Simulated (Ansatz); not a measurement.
Space group P6_3/mmc (No. 194). a = 2.429 Å, b = 2.429 Å, c = 3.842 Å, α = 90.00°, β = 90.00°, γ = 120.00°
```csv
atom,site,symmetry,x,y,z
Fe,2c,-6m2,0.3333,0.6667,0.2500
```

Equation of state of this Fe structure (not necessarily the ground state), with shape and atoms relaxed at each volume where symmetry leaves them free. It has no gap at any of these volumes. These are results of DFT PBEsol, scalar-relativistic, plane waves, PAW in Ansatz, not measurements.

Settings: cutoff 420 eV, Γ-centred mesh 18×18×12 on the computed 2-atom cell, Gaussian smearing of 0.10 eV; no spin polarisation.

```tsv
V (Å³/atom)	E − E(largest V) (meV/atom)	P (GPa)
8.636	96.79	55.35
8.931	11.72	37.87
9.225	-43.78	23.09
9.520	-74.26	10.58
9.814	-83.57	0.00
10.108	-74.98	-8.96
10.403	-51.23	-16.53
10.795	0.00	-24.82
```

Task: Fit a third-order Birch–Murnaghan equation to E(V).

Result: V0 = 9.81 Å³/atom, B0 = 324 GPa, B0' = 4.5.

This form isn't the element's structure at ambient conditions.